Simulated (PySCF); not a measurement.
**Structure from 2D NMR**

Compound of formula C₄H₈. Correlations simulated from computed shifts and the bond graph:

HSQC (one-bond C–H):
```csv
δH,δC
6.20,152.3
5.31,120.5
5.19,120.5
2.17,34.3
1.02,17.7
```

COSY cross peaks (H two or three bonds apart, from the bond graph; peaks can be absent where the dihedral angle is near 90°):
```csv
δH,δH
6.20,5.31
6.20,5.19
6.20,2.17
5.31,5.19
2.17,1.02
```

HMBC (two and three bonds, from the bond graph):
```csv
δH,δC
6.20,"120.5, 34.3, 17.7"
5.31,"152.3, 34.3"
5.19,"152.3, 34.3"
2.17,"152.3, 120.5, 17.7"
1.02,"152.3, 34.3"
```

[PySCF 2.14.0 with density-fitted response routines: coordinates at the PBE0-D3(BJ)/def2-TZVP level; shielding tensors at B97-2/pcSseg-2 (GIAO); averaged over atoms made equivalent by symmetry, fast rotation or ring inversion; in vacuum; one conformer; relativity neglected]

Referencing at the same level of theory: ¹H (31.64 ppm) and ¹³C (185.38 ppm) against TMS.

Exchangeable hydrogens are left out of these lists.

Task: Which molecule is this?

Result: 1-Butene (SMILES C=CCC).

Atom-mapped SMILES (the numbers label the heavy atoms): `[CH2:1]=[CH:2][CH2:3][CH3:4]`; H(Xn) means a hydrogen on atom n. Ha(C1) is cis to C3; Hb(C1) is trans to C3.

- δC 152.3 is C2, an alkene CH (δH 6.20).
- δC 120.5 is C1, a terminal =CH2 carbon (δH 5.31, 5.19).
- δC 34.3 is C3, an allylic sp3 CH2 (δH 2.17).
- δC 17.7 is C4, a methyl carbon (δH 1.02).
- COSY links 6.20–5.31, 6.20–5.19, 6.20–2.17, 5.31–5.19, 2.17–1.02.

Shifts are as computed. Against solution values, carbons near 30 ppm lie about +3 ppm off and those near 130 ppm about +7 ppm. Of 1211 compounds with measured shifts, 218 miss one by over three times the rms of a fit or turn the order of signals round; such compounds aren't used in these exercises.
